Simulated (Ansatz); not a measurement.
Input and command of a plane-wave DFT calculation in Ansatz:

```yaml
crystal:
  lattice:
    - [3.223, 0.0, 0.0]
    - [-1.6115, 2.7911998764, 0.0]
    - [0.0, 0.0, 3.191]
  atoms:
    - { symbol: Mo, position: [0.0, 0.0, 0.0] }
    - { symbol: P, position: [0.3333333333, 0.6666666667, 0.5] }
basis:
  ecutwfc: 420
kpoints:
  mp_grid: { grid: [6, 6, 6] }
hamiltonian:
  xc: pbe
scf:
  occupations: { method: gaussian, width: 0.1 }
output:
  forces: true
  stress: true
  eigenvalues: true
```

```bash
ansatz run input.yaml --threads 1 --pin off --max-ram 2560MiB --backend cpu --events-out ev --progress --plain --runs-dir out
```

Processor: Arm Neoverse V1, 1 thread, on a host shared with other jobs.

**Question.** Estimate time, memory and problem size.

**Answer.** About 1.4 s on 1 thread of Arm Neoverse V1, with other jobs on the host, peak memory 0.27 GiB. It solves 14 bands at 28 k points (the mesh reduced by the symmetry that the task leaves, which can be less than the crystal's) with about 551 plane waves, in 6 SCF iterations.
